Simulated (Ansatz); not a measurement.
## Polymorphs of SbPt

The calculation used Ansatz, DFT r2SCAN, scalar-relativistic, plane waves, PAW. Settings: cutoff 500 eV, Γ-centred meshes no coarser than 0.19 Å⁻¹ for metals and 0.3 Å⁻¹ for insulators (2π included), Gaussian smearing.

Temperature and zero-point effects are left out. Only the structures computed here compete, so a lower one can exist. For metals, differences of a few meV/atom aren't resolved. Spin–orbit coupling is left out. No run is spin-polarised.

```
#           started from         space group  atoms  V (Å³/atom)  ΔE (meV/atom)  gap on mesh (eV)
1          database cell  P6_3/mmc (No. 194)      4         20.9              0              0.00
2  caesium chloride type     Pm-3m (No. 221)      2         19.6            443              0.00
```

The lowest structure: Space group P6_3/mmc (No. 194), hexagonal, a = 4.181 Å, c = 5.519 Å. Sb is coordinated by 6 Pt at 2.78 Å; Pt is coordinated by 2 Pt at 2.76 Å and 6 Sb at 2.78 Å. Its energy against the elements is -0.43 eV/atom. The zero of energy is the lowest elemental structures computed at the same level; no fitted shifts are applied.

```xyz
4
Lattice="4.1815 0.0000 0.0000 -2.0907 3.6213 0.0000 0.0000 0.0000 5.5192" Properties=species:S:1:pos:R:3 pbc="T T T"
Sb    0.0000    2.4142    1.3798
Sb    2.0907    1.2071    4.1394
Pt    0.0000    0.0000    0.0000
Pt    0.0000    0.0000    2.7596
```

The second: Space group Pm-3m (No. 221), cubic, a = 3.398 Å. Sb has 8 Pt at 2.94 Å and 6 Sb at 3.40 Å; Pt is coordinated by 8 Sb at 2.94 Å and 6 Pt at 3.40 Å.

Problem. At what pressure would number 2, the only denser structure, take over if both were incompressible?

Solution. ΔE/ΔV is 443 meV/atom over 20.89 − 19.61 Å³/atom, about 55 GPa. This crude estimate ignores compression.